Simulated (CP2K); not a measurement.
Runs of CP2K 2026.2 on Ge. It takes space group I4_1/amd (No. 141, tetragonal). Conventional cell: a = 5.149 Å, b = 5.149 Å, c = 2.795 Å, α = 90.00°, β = 90.00°, γ = 90.00°. Ge (site symmetry -4m2) has 6 Ge at 2.67 to 2.79 Å as nearest neighbours. This isn't the form of Ge at room conditions, which is diamond.

```tsv
task	level	potentials or basis	cell	k mesh	smearing	EPS_DEFAULT	k points reduced by the point group	NGRIDS	basis sets	potentials	gap on the mesh (eV)	pressure (GPa)
band structure	PBEsol	POTENTIAL_UZH Ge GTH-PBE-q4; TZVP-MOLOPT-PBE-GTH basis	as given	11 × 11 × 11	fermi-dirac 0.0259 eV	1.0E-9	yes	5	Ge TZVP-MOLOPT-PBE-GTH-q4	Ge GTH-PBE-q4 of POTENTIAL_UZH	none	(a)
relaxation of cell and atoms	PBE	POTENTIAL_UZH Ge GTH-PBE-q4; TZVP-MOLOPT-PBE-GTH basis	relaxed	8 × 8 × 8	fermi-dirac 0.1 eV	1.0E-10	-	4	Ge TZVP-MOLOPT-PBE-GTH-q4	Ge GTH-PBE-q4 of POTENTIAL_UZH	none	0.0
band structure	PBE	POTENTIAL_UZH Ge GTH-PBE-q4; TZVP-MOLOPT-PBE-GTH basis	as given	11 × 11 × 11	fermi-dirac 0.1 eV	1.0E-9	yes	4	Ge TZVP-MOLOPT-PBE-GTH-q4	Ge GTH-PBE-q4 of POTENTIAL_UZH	none	4.4
band structure	LDA	GTH_POTENTIALS Ge GTH-PADE-q4; TZVP-MOLOPT-PBE-GTH basis	as given	11 × 11 × 11	fermi-dirac 0.05 eV	1.0E-9	yes	5	Ge TZVP-MOLOPT-PBE-GTH-q4	Ge GTH-PADE-q4 of GTH_POTENTIALS	none	-2.7
band structure	PBE	POTENTIAL_UZH Ge GTH-PBE-q4; TZVP-MOLOPT-PBE-GTH basis	as given	11 × 11 × 11	fermi-dirac 0.05 eV	1.0E-9	yes	5	Ge TZVP-MOLOPT-PBE-GTH-q4	Ge GTH-PBE-q4 of POTENTIAL_UZH	none	4.4
band structure	r2SCAN	POTENTIAL_UZH Ge GTH-SCAN-q4; TZVP-MOLOPT-SCAN-GTH basis	as given	11 × 11 × 11	fermi-dirac 0.05 eV	1.0E-10	yes	4	Ge TZVP-MOLOPT-SCAN-GTH-q4	Ge GTH-SCAN-q4 of POTENTIAL_UZH	none	-2.9
band structure	TB-mBJ	POTENTIAL_UZH Ge GTH-PBE-q4; TZVP-MOLOPT-PBE-GTH basis	as given	11 × 11 × 11	fermi-dirac 0.01 eV	1.0E-9	yes	4	Ge TZVP-MOLOPT-PBE-GTH-q4	Ge GTH-PBE-q4 of POTENTIAL_UZH	none	-
```

Alike in all rows: no spin polarisation.

Task: Estimate the missing entries.

Result: (a) 3.2.

Caveats: the basis of atomic orbitals isn't converged, which shifts pressures, moduli and gaps; the potentials were made for another functional, which shifts forces and pressure (some runs); the printed path begins after the first move (some runs); this is a model potential without an energy functional, so only levels have meaning (some runs).

A k mesh can miss the band edges, and the runs leave out spin-orbit coupling on Ge.

A gap of «none» marks a metal or a gap under the smearing width.
